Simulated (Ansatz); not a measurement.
The system is Sb.

```
Sb
1.0
     3.35453    0.00000    0.00000
    -1.67727    2.90511    0.00000
     0.00000    0.00000    5.47016
Sb
2
Direct
  0.66667 0.33333 0.75000
  0.33333 0.66667 0.25000
```

This isn't the form of Sb at room conditions, which is rhombohedral.

| Property | Result |
| --- | --- |
| Program | Ansatz 0.2.0 |
| Task | relaxation of cell and atoms |
| Functional | revPBE |
| Dispersion | D4 |
| Potentials or basis | Ansatz PAW |
| Cutoff | 420 eV (not typed: the program's choice for these potentials) |
| k mesh | 9 × 9 × 5 |
| Occupations | fermi-dirac, width 0.05 eV |
| Spin | no spin polarisation |

At the start: volume 26.65 Å³/atom.

**Question.** How do energy, volume and symmetry change on relaxing?

**Answer.** It ends after 5 steps and the volume is 25.55 Å³/atom (-4.1 %); space group P6_3/mmc (No. 194, to 0.05 Å).

The path:
| step | energy change (eV) | largest force (eV/Å) | volume (Å³) |
| --- | --- | --- | --- |
| 1 | 0.0000 | 0.0000 | 53.31 |
| 2 | -0.0150 | 0.0000 | 50.12 |
| 3 | -0.0190 | 0.0000 | 51.20 |
| 4 | -0.0191 | 0.0000 | 51.11 |
| 5 | -0.0185 | 0.0000 | 51.11 |

Final structure:
```
Sb
1.0
     3.30851    0.00000    0.00000
    -1.65426    2.86526    0.00000
     0.00000    0.00000    5.39131
Sb
2
Direct
  0.66667 0.33333 0.75000
  0.33333 0.66667 0.25000
```

Caveat: the plane-wave basis is chosen anew once the cell has moved, so the energies of steps on either side of that aren't comparable; pairwise dispersion overbinds metals, which lowers pressure and volume; the PAW data sets come from PBE, with cores solved anew for the run's functional, which leaves a small shift of forces and pressure.
